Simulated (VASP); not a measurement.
**CuO (Tenorite) under changes of volume**

One of the cells (10.338 Å³/atom); the others are scaled copies at fixed shape and fractional positions:

```
Cu O
1.0
     2.35736   -1.72263    0.00000
     2.35736    1.72263    0.00000
    -0.85566    0.00000    5.09137
Cu O
2 2
Direct
  0.50000 0.00000 0.50000
  0.00000 0.50000 0.00000
  0.41840 0.58160 0.75000
  0.58160 0.41840 0.25000
```

| Quantity | Value |
| --- | --- |
| Program | VASP 6.6.1 |
| Functional | PBEsol |
| Potentials or basis | VASP PAW PBE potentials, release 64 (Cu, O) |
| Cutoff | 520 eV |
| k mesh | 10 × 10 × 5 |
| Occupations | fermi-dirac, width 0.05 eV |
| Spin | no spin polarisation |

| volume (Å³/atom) | energy over the lowest point (meV/atom) | pressure (GPa) | largest force (eV/Å) |
| --- | --- | --- | --- |
| 9.527 | ? | ? | ? |
| 9.730 | 4.99 | 5.8 | 0.185 |
| 9.932 | 0.00 | 1.7 | 0.256 |
| 10.338 | 4.50 | -5.4 | 0.380 |
| 10.540 | 12.95 | -8.3 | 0.435 |
| 10.743 | 24.96 | -11.0 | 0.485 |

Q: What does the run at 9.527 Å³/atom give?

A: Energy over the lowest point 15.59 meV/atom; pressure 10.5 GPa; largest force 0.108 eV/Å.

Worked out: A Birch-Murnaghan fit of order 3 (a polynomial in V^(-2/3)) to the other rows has its minimum at 10.03 Å³/atom with B0 = V·E''(V) = 185 GPa and B' = 4.8 at fixed shape and positions, which overstates the stiffness. It gives 15.67 meV/atom at 9.527 Å³/atom, against the run's 15.59, and -dE/dV = 10.8 GPa, against 10.5.

Energies are extrapolated to zero smearing.

Caveats: the PAW data sets were made with another functional, which shifts forces and pressure a little; the run has no spin polarisation, though such a crystal can be magnetic.
